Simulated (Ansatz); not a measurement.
Symmetry broken, then relaxed in Ge

Theory: Ansatz, DFT r2SCAN, scalar-relativistic, plane waves, PAW. Settings: plane waves to 500 eV, k-mesh 6×6×6 (Γ-centred), Gaussian smearing 0.15 eV. No spin polarisation. Energies are free energies at this smearing, counted from the undisturbed cell; pressure is positive in compression.

The undisturbed cell (relaxed at this level; this form isn't the usual structure):

```xyz
8
Lattice="4.9461 2.8556 1.9701 -4.9461 2.8556 1.9701 0.0000 -5.7112 1.9701" Properties=species:S:1:pos:R:3 pbc="T T T"
Ge    0.0000    0.0000    4.2133
Ge    0.0000    0.0000    1.6970
Ge   -3.4434   -0.8812    2.4863
Ge    2.4848   -2.5415    2.4863
Ge    0.9586    3.4227    2.4863
Ge    3.4434    0.8812    3.4239
Ge   -2.4848    2.5415    3.4239
Ge   -0.9586   -3.4227    3.4239
```

The atoms are displaced (Å, in the unstrained cell):

| atom | ux | uy | uz |
| --- | --- | --- | --- |
| Ge1 | 0.021 | 0.009 | 0.007 |
| Ge2 | 0.024 | 0.016 | -0.004 |
| Ge3 | -0.024 | 0.008 | -0.003 |
| Ge4 | -0.007 | -0.032 | -0.018 |
| Ge5 | 0.020 | -0.018 | 0.010 |
| Ge6 | 0.008 | -0.001 | -0.009 |
| Ge7 | -0.035 | 0.019 | 0.006 |
| Ge8 | -0.006 | -0.001 | 0.010 |

Cell and atoms are then relaxed.

Task: Does the relaxation return to the undisturbed structure?

Result: Yes (up to a choice of domain or origin): same space group and volume, and an energy 0.0 meV/atom from it. The disturbance itself cost 4.7 meV/atom. The final space group reads R-3 (tolerance 0.05 Å) and the volume changes by -0.10 %.

Final structure:

```
CELL_PARAMETERS angstrom
4.94390 2.85432 1.96981
-4.94397 2.85442 1.96986
0.00004 -5.70881 1.96993
ATOMIC_POSITIONS crystal
Ge 0.71293 0.71294 0.71292
Ge 0.28716 0.28715 0.28717
Ge 0.02129 0.71750 0.52358
Ge 0.52359 0.02129 0.71750
Ge 0.71751 0.52360 0.02129
Ge 0.97871 0.28242 0.47640
Ge 0.47640 0.97870 0.28243
Ge 0.28241 0.47639 0.97871
```

The relaxation, step by step (energy from the first step; small jumps at an unchanged geometry come where the plane waves are selected anew for the new cell):

```
step  ΔE (meV/atom) largest force component (eV/Å) pressure (GPa)
   1            0.0                           0.517           -0.17
   2           -4.4                           0.067            0.09
   3           -4.7                           0.016            0.08
   4           -4.7                           0.002            0.05
   5           -4.7                           0.002            0.05
```

Cost: 3 runs of about 20 core-minutes in all, on Intel Xeon Platinum 8175M (Skylake/Cascade Lake) (shared hosts).